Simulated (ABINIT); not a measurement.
**Fe: single point with PW91**

Fe:

```
Fe
1.0
     0.00000    1.94174    1.96511
     1.49844    0.00000    1.96511
     1.49844    1.94174    0.00000
Fe
1
Cartesian
  0.0000 0.0000 0.0000
```

```json
{
  "Program": "ABINIT 10.8.3 (patched build)",
  "Task": "single point",
  "Functional": "PW91",
  "Potentials or basis": "JTH PAW PBE v2.0",
  "Cutoff": "844 eV",
  "k mesh": "10 × 10 × 10",
  "Occupations": "fermi-dirac, width 0.05 eV",
  "Spin": "collinear spin, ferromagnetic start",
  "Starting moments": "[3.0] μB"
}
```

The pressure is -2.7 GPa, the band gap on the k mesh is none (metal or under the smearing width) and the net moment is 2.16 μB per cell. The site moments are Fe +2.21 μB. The valence electrons inside the program's atomic spheres are Fe 14.42 (radii [1.1194] Å).

Stress tensor (GPa, compression positive):
```
-8.58  0.00  0.00
 0.00  0.99  0.00
 0.00  0.00 -0.47
```

Levels at points of the mesh, in eV from the Fermi level:
Spin up:
| k point | band 6 | band 7 | band 8 | band 9 | band 10 | band 11 | band 12 | band 13 |
| --- | --- | --- | --- | --- | --- | --- | --- | --- |
| (0.00, 0.00, 0.00) | -2.45 | -2.36 | -2.02 | -1.34 | -0.97 | 23.56 | 25.04 | 25.29 |
| (0.50, 0.00, 0.00) | -3.18 | -1.40 | -0.80 | 0.20 | 0.32 | 7.00 | 18.71 | 20.78 |
| (0.50, 0.50, 0.00) | -3.72 | -0.76 | -0.70 | 0.41 | 0.74 | 7.70 | 17.12 | 18.37 |
| (0.50, 0.00, 0.50) | -3.70 | -0.79 | -0.75 | 0.48 | 0.96 | 7.97 | 16.90 | 18.14 |
| (0.00, 0.50, 0.50) | -4.74 | -0.01 | 0.12 | 0.23 | 7.72 | 10.77 | 10.78 | 14.44 |
Spin down:
```
           k point  band 5  band 6  band 7  band 8  band 9  band 10
(0.00, 0.00, 0.00)   -8.29   -0.69   -0.54   -0.03    1.27     1.88
(0.50, 0.00, 0.00)   -3.68   -1.46    0.31    1.14    1.92     2.50
(0.50, 0.50, 0.00)   -3.64   -2.18    0.88    1.90    2.06     2.54
(0.50, 0.00, 0.50)   -3.62   -2.12    1.11    1.84    1.99     2.56
(0.00, 0.50, 0.50)   -3.12   -2.92    2.22    2.22    2.28     8.00
```

Wall time 78 s on 1 thread of Intel(R) Xeon(R) 6975P-C (Granite Rapids), on a shared host, peak memory 0.18 GiB.

Caveat: the PAW data sets were made with another functional, which shifts forces and pressure a little.
